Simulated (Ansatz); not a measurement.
**How much does Be in Al(111), 2x2 scatter?**

Aim: the resistance that Be in Al(111), 2x2 adds to the host.

Program: Ansatz 0.2.0. Level of theory: Ansatz plane-wave DFT, PBE, PAW files; ballistic transport by layer matching (Landauer), zero bias; PAW set soft_1. Results are calculated unless marked as measured.

## Step 1: The starting structure

The cell holds 44 atoms: 43 Al and 1 Be. Cell: a = 5.725 Å, b = 5.725 Å, c = 25.761 Å, α = 86.8°, β = 93.2°, γ = 120.0°. It derives from Al. Regions: lead, 24 atoms (24 Al); scattering region, 20 atoms (19 Al and 1 Be). The structure is stacked along c, and the current runs across the ab planes.

## Step 2: Transmission at ideal sites

The defect sits in one plane of the supercell, all atoms on ideal sites; the layers about the cell's end are the lead. The mesh across the current, 12×12, is finer than the density's, because channels open and close sharply across the zone. Energies from -0.1 to 0.1 eV in steps of 0.05 eV are too few for the program's thermal sum, so it prints no conductance; for a metal the transmission near the Fermi level serves, at a fraction of the cost.

Contents of input.yaml:

```yaml
crystal:
  lattice:
    - [5.7246940741, 0.0, 0.0]
    - [-2.862347037, 4.957730497, 0.0]
    - [-1.4311735185, 0.8262884162, 25.7080622609]
  atoms:
    - { symbol: Al, position: [0.0075757576, 0.9924242424, 0.0454545455] }
    - { symbol: Al, position: [0.0075757576, 0.4924242424, 0.0454545455] }
    - { symbol: Al, position: [0.5075757576, 0.9924242424, 0.0454545455] }
    - { symbol: Al, position: [0.5075757576, 0.4924242424, 0.0454545455] }
    - { symbol: Al, position: [0.1893939394, 0.3106060606, 0.1363636364] }
    - { symbol: Al, position: [0.1893939394, 0.8106060606, 0.1363636364] }
    - { symbol: Al, position: [0.6893939394, 0.3106060606, 0.1363636364] }
    - { symbol: Al, position: [0.6893939394, 0.8106060606, 0.1363636364] }
    - { symbol: Al, position: [0.3712121212, 0.1287878788, 0.2272727273] }
    - { symbol: Al, position: [0.3712121212, 0.6287878788, 0.2272727273] }
    - { symbol: Al, position: [0.8712121212, 0.1287878788, 0.2272727273] }
    - { symbol: Al, position: [0.8712121212, 0.6287878788, 0.2272727273] }
    - { symbol: Al, position: [0.053030303, 0.946969697, 0.3181818182] }
    - { symbol: Al, position: [0.053030303, 0.446969697, 0.3181818182] }
    - { symbol: Al, position: [0.553030303, 0.946969697, 0.3181818182] }
    - { symbol: Al, position: [0.553030303, 0.446969697, 0.3181818182] }
    - { symbol: Al, position: [0.2348484848, 0.2651515152, 0.4090909091] }
    - { symbol: Al, position: [0.2348484848, 0.7651515152, 0.4090909091] }
    - { symbol: Al, position: [0.7348484848, 0.2651515152, 0.4090909091] }
    - { symbol: Al, position: [0.7348484848, 0.7651515152, 0.4090909091] }
    - { symbol: Be, position: [0.4166666667, 0.0833333333, 0.5] }
    - { symbol: Al, position: [0.4166666667, 0.5833333333, 0.5] }
    - { symbol: Al, position: [0.9166666667, 0.0833333333, 0.5] }
    - { symbol: Al, position: [0.9166666667, 0.5833333333, 0.5] }
    - { symbol: Al, position: [0.0984848485, 0.9015151515, 0.5909090909] }
    - { symbol: Al, position: [0.0984848485, 0.4015151515, 0.5909090909] }
    - { symbol: Al, position: [0.5984848485, 0.9015151515, 0.5909090909] }
    - { symbol: Al, position: [0.5984848485, 0.4015151515, 0.5909090909] }
    - { symbol: Al, position: [0.2803030303, 0.2196969697, 0.6818181818] }
    - { symbol: Al, position: [0.2803030303, 0.7196969697, 0.6818181818] }
    - { symbol: Al, position: [0.7803030303, 0.2196969697, 0.6818181818] }
    - { symbol: Al, position: [0.7803030303, 0.7196969697, 0.6818181818] }
    - { symbol: Al, position: [0.4621212121, 0.0378787879, 0.7727272727] }
    - { symbol: Al, position: [0.4621212121, 0.5378787879, 0.7727272727] }
    - { symbol: Al, position: [0.9621212121, 0.0378787879, 0.7727272727] }
    - { symbol: Al, position: [0.9621212121, 0.5378787879, 0.7727272727] }
    - { symbol: Al, position: [0.1439393939, 0.8560606061, 0.8636363636] }
    - { symbol: Al, position: [0.1439393939, 0.3560606061, 0.8636363636] }
    - { symbol: Al, position: [0.6439393939, 0.8560606061, 0.8636363636] }
    - { symbol: Al, position: [0.6439393939, 0.3560606061, 0.8636363636] }
    - { symbol: Al, position: [0.3257575758, 0.1742424242, 0.9545454545] }
    - { symbol: Al, position: [0.3257575758, 0.6742424242, 0.9545454545] }
    - { symbol: Al, position: [0.8257575758, 0.1742424242, 0.9545454545] }
    - { symbol: Al, position: [0.8257575758, 0.6742424242, 0.9545454545] }
kpoints:
  mp_grid: { grid: [5, 5, 1] }
hamiltonian:
  xc: pbe
  pseudopotentials: { kind: paw, azcp: { folder: soft_1 } }
scf:
  occupations: { method: fermi_dirac, width: 0.1 }
output:
  transmission: { leads: [[0, 4]], kmesh: [12, 12], e_range: [-0.1, 0.1], de: 0.05 }
  write_potential: true
  write_density: true
  volumetric_format: npy
  elf: true
```

Command:

```console
> ansatz run input.yaml --threads 4 --pin off --max-ram 15360MiB --backend cpu --events-out ev --progress --plain --runs-dir out
```

Numbers of over 12 decimals in the logs are rounded to 6 here.

Log:

```text
Engine: ansatz 0.2.0, aarch64-unknown-linux-gnu
Pseudopotentials: kind: paw
Pseudopotential: Al, paw, valence charge 3, recommended cutoff 420 eV (normal), soft_1/Al.paw.azcp
Pseudopotential: Be, paw, valence charge 2, recommended cutoff 420 eV (normal), soft_1/Be.paw.azcp
Functional definition: PBE
  parameter kappa = 0.804
  parameter beta = 0.066725
  exchange = pbe_x(kappa = kappa, mu = beta*pi^2/3)
  correlation = pbe_c(beta = beta)
Crystal: 44 atoms, lattice volume = 729.633 Å³
Basis set: ecut = 420 eV, 14337 PW (Γ)
Bands: 110, of which v1, the nominal top of the filled ones, is band 66 counted from 1 (65 counted from 0)
Symmetry: 4 space group operations
Space group: C2/m (ITA 12), of the structure as read, at distance tolerance 9.0e-5 Å
k-points: 9 of 25
Non-local potential: Al, projectors of the file, l = 0: 2, l = 1: 2, l = 2: 1
Non-local potential: Be, projectors of the file, l = 0: 2, l = 1: 2, l = 2: 1
PAW form: soft (Blöchl's): semilocal exchange-correlation on the pseudo side does not see the compensation charge
PAW one-centre angular grid: Al, 110 points (default); XC on 64 Gauss nodes
PAW one-centre angular grid: Be, 110 points (default); XC on 64 Gauss nodes
Initial density: superposition of atomic densities (chi_scale 0.1, normalization cell, long waves kept (reshape's long-wave potential 0.03 eV rms))
Initial wavefunctions: pseudopotential atomic-orbital guess
Functional: x = pbe(κ = 0.804, μ = 0.219515), c = pbe(β = 0.066725)
SCF iter   1: F=—  HF=-23205.934014 eV  |F-HF|=—  |Δ(HF+E_count)|=         —  Δρ=2.23e-2  dr2=4.14e0  ethr=3.10e-3  ⟨swp⟩=7.2  Hψ=4999  notcnv=0  defer=9
preconditioner: auto → Kerker (q_TF=auto, 2.049 Å⁻¹)  [metal: Δε(μ)=0.018 eV  Ē_g=6.718 eV  σ=0.100 eV  W_gap=0.05  n_scr=94 (ndim 8)  ℏωp=15.7 eV  f_vac=0.000  D(μ)=20.59/eV (n_scr^D=134)]
SCF iter   2: F=—  HF=-23205.342444 eV  |F-HF|=—  |Δ(HF+E_count)|=   5.92e-1  Δρ=1.47e-2  dr2=1.75e0  ethr=3.10e-3  ⟨swp⟩=1.0  Hψ=1143  notcnv=0  defer=23
SCF iter   3: F=—  HF=-23204.498735 eV  |F-HF|=—  |Δ(HF+E_count)|=   8.44e-1  Δρ=8.56e-4  dr2=1.24e-2  ethr=1.34e-3  ⟨swp⟩=2.0  Hψ=1052  notcnv=0  defer=81
SCF iter   4: F=—  HF=-23204.494165 eV  |F-HF|=—  |Δ(HF+E_count)|=   4.57e-3  Δρ=1.90e-4  dr2=2.89e-4  ethr=9.47e-6  ⟨swp⟩=2.3  Hψ=1394  notcnv=0  defer=98
SCF iter   5: F=—  HF=-23204.494070 eV  |F-HF|=—  |Δ(HF+E_count)|=   9.59e-5  Δρ=2.84e-5  dr2=6.36e-6  ethr=2.20e-7  ⟨swp⟩=2.4  Hψ=1477  notcnv=0  defer=98
SCF iter   6: F=—  HF=-23204.494106 eV  |F-HF|=—  |Δ(HF+E_count)|=   3.61e-5  Δρ=4.62e-6  dr2=5.65e-7  ethr=4.85e-9  ⟨swp⟩=1.6  Hψ=1115  notcnv=0  defer=98
SCF iter   7: F=-23204.494106 eV  HF=-23204.494106 eV  |F-HF|=9.17e-9  |Δ(HF+E_count)|=   2.95e-8  Δρ=9.73e-7  dr2=1.53e-8  ethr=7.63e-11  ⟨swp⟩=12.1  Hψ=3692  notcnv=0
SCF 1 converged in 7 iterations: F = -23204.494106 eV  dr2 = 1.53e-8
  greatest PAW one-centre occupation: 0.448 electrons in one spin orbital (limit 2), on the Al atom at site 25 (counted from 0), in its partial waves of l = 0
transmission: 142 of 1376 steps passed
transmission: 278 of 1376 steps passed
[...]
transmission: 1376 of 1376 steps passed
SCF converged after 7 iterations
Free energy (F): -23204.494106 eV
Harris-Foulkes:  -23204.494106 eV  (|F-HF|=9.17e-9)
Internal energy: -23203.809522 eV  (E = F + TS)
E sigma→0 (E₀):  -23204.151814 eV
Entropy (-TS):   -0.684584 eV (-15.559 meV/atom)
Fermi energy:    7.851720 eV
--- Per-component energies (eV) ---
  E_band       = 443.775024
  E_kinetic    = 977.373115
  E_local      = 433.869189  (includes V_loc(G=0)·N_el)
  E_nonlocal   = 431.750532
  E_hartree    = 9.794964
  E_xc         = -1635.511314
  E_vxc        = -1267.938593  (∫ρ·V_xc dr)
  E_paw        = -20242.262671  (= ΣΔE_a)
  E_vpaw       = -150.869648  (= ΣTr[D̂ρ^β])
  E_aug_tail   = -0.000093  (compensation charges beyond the density's cutoff)
  E_ewald      = -3178.823244
  E_smearing   = -0.684584  (= −TS)
  E_closure    = -0.000000  (closes the sum)
  Σ components = -23204.494106   (vs F -23204.494106, Δ=0.00e0)
--- Band table (eV; the first three rows and the last of 9) ---
  k-point 0: bands = [... 62 lower, 6.5930, 6.5935, 6.6140, 6.6838, 6.7598, 7.2950, 7.3280, 7.4264, ... 40 higher]
  k-point 1: bands = [... 62 lower, 6.8302, 6.8873, 7.0850, 7.1560, 7.4341, 7.5332, 7.5787, 7.6231, ... 40 higher]
  k-point 2: bands = [... 62 lower, 7.8776, 7.9619, 7.9982, 8.0635, 8.0857, 8.1495, 8.1695, 8.2346, ... 40 higher]
  k-point 8: bands = [... 62 lower, 7.9072, 7.9188, 7.9619, 7.9667, 8.0589, 8.1201, 8.1302, 8.4303, ... 40 higher]
--- Transmission ---
  basis      : 253 plane waves across, 32 finite elements along
  points     : 43, standing for a mesh of 12 x 12
  energies   : 5 from -0.100000 to 0.100000 eV about the Fermi level, 0.050000 eV apart; the leads are filled to 0.000000 eV, and channels, transmission and decay are at 0.000000 eV
  crystal 0  : Al4, at the sites [0, 4], period 2.3371 Å, over 23.37 Å; its Hamiltonian steps by up to 6.4 meV
    offset         : up to 0.0000 Å between an atom of the period and one for which it stands
    channels       : 5.590278e0 a spin
    conductance    : none, the energies end too early or step too widely for 300 K: set another output.transmission.e_range or a lower de, or, where they end at an eighth of basis.ecutwfc, a higher one
  junction   : crystal 0 to crystal 0, 0.70 to 24.07 Å
    transmission   : 5.123886e0 a spin
    conductance    : none, the energies end too early or step too widely for 300 K: set another output.transmission.e_range or a lower de, or, where they end at an eighth of basis.ecutwfc, a higher one
```

Wall time 7.2 min (4 threads of Arm Neoverse V1, shared host); peak memory 2.5 GiB; 26 min of CPU time.

This run has no spin polarisation although its electron count is odd.

This step gave:

```yaml
free_energy: -23204.4941 eV
energy_at_zero_smearing: -23204.1518 eV
fermi_energy: 7.852 eV
cell_area: 28.38 Å²
transmission_per_spin_nearest_the_fermi_level: 5.124
open_channels_per_spin_nearest_the_fermi_level: 5.590
step_of_the_lead_s_potential: 6.4 meV
```

Per spin. Table of transmission, zone mean by energy, zero at the Fermi level:

```csv
energy (eV),"transmission, zone mean"
-0.1000,5.16
-0.0500,5.18
0.0000,5.12
0.0500,5.17
0.1000,5.27
```

Per spin. The open channels, zone mean, lead by energy, zero at the Fermi level:

```csv
energy (eV),"open channels, zone mean, lead"
-0.1000,5.59
-0.0500,5.59
0.0000,5.59
0.0500,5.51
0.1000,5.67
```

Transmission over k1 and k2. At 0.0000 eV from the Fermi level.

Values, 12 rows by 12 columns:
```
4.66 5.61 4.80 5.44 5.44 4.79 5.62 4.66 2.99 3.79 3.79 2.99
4.03 4.80 3.98 6.63 6.73 6.63 3.98 4.82 4.01 3.79 2.99 3.79
3.66 5.44 6.63 4.89 6.80 6.80 4.89 6.63 5.44 3.68 3.79 3.79
4.02 5.44 6.73 6.80 6.85 4.97 6.85 6.80 6.73 5.44 4.01 2.99
4.66 4.79 6.63 6.80 4.97 6.88 6.88 4.97 6.80 6.63 4.82 4.66
3.91 5.62 3.98 4.89 6.85 6.88 6.91 6.88 6.85 4.89 3.98 5.62
4.66 4.66 4.82 6.63 6.80 4.97 6.88 6.88 4.97 6.80 6.63 4.79
4.02 2.99 4.01 5.44 6.73 6.80 6.85 4.97 6.85 6.80 6.73 5.44
3.66 3.79 3.79 3.68 5.44 6.63 4.89 6.80 6.80 4.89 6.63 5.44
4.03 3.79 2.99 3.79 4.01 4.82 3.98 6.63 6.73 6.63 3.98 4.80
4.66 2.99 3.79 3.79 2.99 4.66 5.62 4.79 5.44 5.44 4.80 5.61
3.91 4.66 4.03 3.66 4.02 4.66 3.91 4.66 4.02 3.66 4.03 4.66
```
Columns: k1 (b1) from -0.5 to 0.417; rows upwards: k2 (b2) from -0.5 to 0.417.

Open channels over k1 and k2. At 0.0000 eV from the Fermi level.

Ten even steps from '_' (3.00) to '@' (7.00):
```
++####@@@@####++__::::__
++##::@@@@@@::##++::__::
::@@@@++@@@@++@@@@::::::
++@@@@@@@@++@@@@@@@@++__
++##@@@@++@@@@++@@@@##++
::##::++@@@@@@@@@@++::##
++++##@@@@++@@@@++@@@@##
++__++@@@@@@@@++@@@@@@@@
::::::::@@@@++@@@@++@@@@
++::__::++##::@@@@@@::##
++__::::__++####@@@@####
::++++::++++::++++::++++
```
Columns: k1 (b1) from -0.5 to 0.417; rows upwards: k2 (b2) from -0.5 to 0.417.

Valence density in the ca plane at fractional y = 0.083, with atoms of Be and Al within 0.2 Å of it. It is the smooth field of the valence electrons, not physical close to the nuclei.

Ten even steps from '0' (0.07 e/Å³) to '9' (0.21 e/Å³), each cell a mean:
```
98778756998998644578889930059988754345788896
88898202798887533468889930059888864457899898
88898202898888644578888964588889986678999889
98788657998999866799987788876689998898778878
97667899888988988999875566655678999999778878
97556898778867999999865556655578998789999889
97556899888988887899865567765578976557998898
97668888998999755678766774576667764346788896
88788424898887543467766761277667764346888897
88898202798887543568766774576668875568999899
88898424898998755689865677765579997789889888
98778889988999877899865556654578999998678878
97656899878877999999875566665678998899889889
97556798778877998999976778887789987678999899
97657899988999876789988874479889865446888896
```
Columns run along c (16.0 Å, from fractional 0.14 to 0.77 of the cell), rows up along a (5.7 Å). Atoms in or near the plane, at fractional coordinates: Be at (0.50, 0.42), Al at (0.50, 0.92).

ELF in the ca plane at fractional y = 0.083, with atoms of Be and Al within 0.2 Å of it. It is the smooth field of the valence electrons, not physical close to the nuclei.

Ten even steps from '0' (0.00) to '9' (0.64), each cell a mean:
```
98787535899998654579999822239999864346899994
99996111699997543478999822149999875457999997
99996111699998644589999953379899987678889999
98887435899998876799988888887789999897557888
98777899989866898998877789876778899997558889
97656899888645899999876778877789998888889999
97656899888867887899987776678889986567999996
98777767999998765689988841158889864346899994
98887212799998643578988720038889864346899996
99996121699998643579988831158889976568999999
99897213799998755789987876677789998888778889
98778668999988888899887788876788999997557888
97667899888755899998876789877788999898678889
97556899888756898999887888888889987678999998
97667899989988876799988963369999975457899994
```
Columns run along c (16.0 Å, from fractional 0.14 to 0.77 of the cell), rows up along a (5.7 Å). Atoms in or near the plane, at fractional coordinates: Be at (0.50, 0.42), Al at (0.50, 0.92).

Electrostatic potential energy in the ca plane at fractional y = 0.083, with atoms of Be and Al within 0.2 Å of it. With pseudopotentials it is smooth inside the atoms' cores, unlike the true potential.

Ten even steps from '0' (-9.5 eV) to '9' (9.6 eV), each cell a mean:
```
88984010378877899998997239814899999999999840
89961495169999999999997239814899899998778861
89961484169988999988898412126887778985235886
89973010478645689865688753478874468862003798
78997545787300378743479998899863257861003788
78999888986100278743479998899975468874236875
78999767887311478865689864479987789997778861
78986212588655799988899710027999899999999840
89972252168888999999999500017999999999889850
89961595169999999998999610038998889987557874
89971252278877899977789863479986578873114788
88985112687522588754579998899863257851003799
78998767886100278742479998899863357862014787
68999888986100378754579864468876678986457872
78998545787423689877788511116898889998889850
```
Columns run along c (16.0 Å, from fractional 0.14 to 0.77 of the cell; values clipped at the 3rd and 97th percentile), rows up along a (5.7 Å). Atoms in or near the plane, at fractional coordinates: Be at (0.50, 0.42), Al at (0.50, 0.92).

Over the solved energies the transmission per spin lies between 5.12 and 5.27, out of 5.59 channels of the lead on average (up to 5.67).

## Step 3: Resistance at ideal sites

This step: Ansatz plane-wave DFT, PBE, PAW files; ballistic transport by layer matching (Landauer), zero bias; area resistance of the defect plane and resistivity an atomic per cent; PAW set soft_1 (Ansatz 0.2.0).

This step gave:

* area resistance: 0.05145 fΩ m²
* T over the leads' mean channel count: 0.9275
* resistivity per at.% scaled from this dense plane, with the factor 3/4 for isotropic scattering: 0.6604 µΩ cm

Averaged over the energies near the Fermi level, 92.8 % of the channels pass, which makes 0.0514 fΩ m².

By hand, with T and the leads' channels N averaged over the energies near the Fermi level: RA = A (h/2e²)(1/T − 1/N) = 28.38×10⁻²⁰ m² × 12 906 Ω × (1/5.159 − 1/5.562) = 0.0514 fΩ m². Per atomic per cent: RA × A / V_atom × 0.01 × 3/4 = 0.660 µΩ cm, with the host's V_atom = 16.58 Å³.

## Step 4: Outcome

```
share of channels that pass, rigid                              : 0.928
area resistance, rigid                                          : 0.0514 fΩ m²
resistivity per at.% from the area resistance, times 3/4, rigid : 0.660 µΩ cm
```

**Reading.** The plane of defects adds 0.051 fΩ m². Scaled to one atomic per cent that is 0.88 µΩ cm as it stands and 0.66 with the factor 3/4 for isotropic scattering on a spherical Fermi surface. These are rough estimates of the dilute value, not bounds. One Be in each 2x2 cell reflects 7.2 % of the lead's channels. The defects form a dense periodic sheet that scatters coherently, unlike a dilute random alloy. T and N are means over the solved energies nearest the Fermi level.

[Logs are printed without paths, hosts, clocks, repeated set-up lines and the standing remarks that a program may print on its own settings, such as how far it seeks lower states.]

[Hosts, paths, dates, database ids (printed as entryN), source tags and the programs' standing remarks are cut or masked in the printed files.]
